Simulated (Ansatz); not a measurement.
We consider chalcopyrite CuInS2, described by r²SCAN (Ansatz, a program for electronic structure, plane waves, PAW).

Numerical settings: plane-wave cutoff 560 eV, 10×10×10 k mesh, Fermi–Dirac smearing 0.01 eV, no spin polarisation, scalar-relativistic PAW data made under PBE.

Cell (relaxed at this level):

CuInS$_{2}$ has the tetragonal space group I-42d (No. 122), the chalcopyrite structure, Pearson symbol tI16. Cell: a = b = 5.522 Å, c = 11.128 Å, α = β = γ = 90.00°. In on 4b sees 4 S at 2.491 Å (tetrahedral). Cu on 4a has 4 S at 2.311 Å (tetrahedral). S on 8d has 2 Cu at 2.311 Å and 2 In at 2.491 Å (tetrahedral). (Neighbours: up to the widest gap in distance over summed covalent radii, below 1.35, at either atom; cation-cation and far metal-metal contacts left out.)
(The calculation used a cell of 8 atoms; values per cell refer to that cell.)

Problem. Estimate the bulk modulus B0, band gap and pressure derivative B′ of the bulk modulus that the calculation returns.

Solution. 
- bulk modulus B0 = 73.6 GPa
- band gap = 0.36 eV
- pressure derivative B′ of the bulk modulus = 4.8

Measured, for comparison: band gap 1.55 eV (temperature not stated, no zero-point or thermal correction, direct or pseudo-direct at Γ; as tabulated in Ghosh et al. (2024), arXiv:2401.16805).

Note: the bulk modulus comes from volumes at which shape and atoms were relaxed.

Spin–orbit coupling is not included.

The result took roughly 60 core-minutes.
